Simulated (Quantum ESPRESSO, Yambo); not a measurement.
Planning a run of Yambo 5.3.0 on PbS (Galena). The input:

```
HF_and_locXC
gw0
dyson
ppa
em1d
rim_cut
RandQpts= 1000000
RandGvec= 1 RL
EXXRLvcs= 76 Ry
VXCRLvcs= 304 Ry
Chimod= "HARTREE"
% BndsRnXp
 1 | 231 |
%
NGsBlkXp= 15.5 Ry
% LongDrXp
 1 | 1 | 1 |
%
% GbndRnge
 1 | 231 |
%
DysSolver= "n"
ExtendOut
PPAPntXp= 27.21138 eV
% QPkrange
 3 | 3 | 13 | 16 |
 1 | 1 | 13 | 16 |
%
```

The database entry behind the starting cell differs from later determinations by our own check (about 0.1 % short), so it need not match the best structure at ambient conditions.

```sh
OMP_NUM_THREADS=1 mpirun -n 4 yambo -F gw4.in -J gw4 -C gw4 > gw4.log
```

The stored states that it reads are on a 4×4×4 mesh. The structure is cubic, space group Fm-3m (No. 225). Conventional cell: a = 5.931 Å, b = 5.931 Å, c = 5.931 Å, α = 90.00°, β = 90.00°, γ = 90.00°. Pb has 6 S at 2.97 Å nearest. Nearest to S lie 6 Pb at 2.97 Å. Farther neighbours and most contacts between anions are not listed.

**Question.** How long will it take on 4 MPI ranks of Arm Neoverse V1, shared host, and how much memory?

It took 5.3 min; on shared hardware allow 2.7 min to 11 min. Peak host memory was 1.9 GiB.

The screening grows as filled bands × empty bands × pairs of k points, times the square of the screening basis for the matrix.

[Paths, hosts, dates, memory and timing lines, banners, echoed tables and standing remarks are left out of the program output.]

[Logs are printed without paths, hosts, clocks, repeated set-up lines and the standing remarks that a program may print on its own settings, such as how far it seeks lower states.]

[Runs of the session that timed out or met a known fault of the program may be left out.]

[Hosts, paths, dates, database ids (printed as entryN), source tags and the programs' standing remarks are cut or masked in the printed files.]
